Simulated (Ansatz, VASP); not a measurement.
**One calculation of Sc, two programs**

File INCAR:

```
ALGO = Fast
EDIFF = 1E-6
ENCUT = 520
GGA = PE
ISIF = 2
ISMEAR = 0
LASPH = T
LCHARG = T
LELF = T
LREAL = F
LVHAR = T
LWAVE = F
NBANDS = 12
NELM = 100
PREC = Accurate
SIGMA = 0.15
```

The input KPOINTS:

```
k-points
0
Gamma
  18 18 18
```

POSCAR

```
Sc
1.0
   -1.9172054859      1.9172054859      1.7176030000
    1.9172054859     -1.9172054859      1.7176030000
    1.9172054859      1.9172054859     -1.7176030000
Sc
1
Direct
    0.0000000000      0.0000000000      0.0000000000
```

Input for Ansatz:

```yaml
crystal:
  lattice:
    - [-1.9172054859, 1.9172054859, 1.717603]
    - [1.9172054859, -1.9172054859, 1.717603]
    - [1.9172054859, 1.9172054859, -1.717603]
  atoms:
    - { symbol: Sc, position: [0.0, 0.0, 0.0] }
basis:
  ecutwfc: 420
kpoints:
  mp_grid: { grid: [18, 18, 18] }
hamiltonian:
  xc: pbe
scf:
  occupations: { method: gaussian, width: 0.15 }
output:
  forces: true
  stress: true
  eigenvalues: true
```

This isn't the form of Sc at room conditions, which is hcp.

Alike in both runs: task single point; functional PBE; k mesh 18 × 18 × 18; occupations gaussian, width 0.15 eV; no spin polarisation.

|  | VASP | Ansatz |
| --- | --- | --- |
| version | VASP 6.6.1 | Ansatz 0.2.0 |
| potentials or method | VASP PAW PBE potentials, release 64 (Sc_sv) | scalar-relativistic, plane waves, PAW |
| plane-wave cutoff (eV) | 520 | 420 |
| valence electrons in the cell | 11 | 11 |

|  | VASP | Ansatz | Ansatz less VASP |
| --- | --- | --- | --- |
| gap on the k mesh at the Fermi level (eV) | none | none | - |
| pressure (GPa) | -0.8 | -0.8 | +0.01 |
| largest component of the traceless stress (GPa) | 0.76 | 0.76 | +0.002 |

A gap of «none» marks a metal or a gap that the smearing closes. The functional is the same, so the differences come from potentials, cutoffs and numerics.
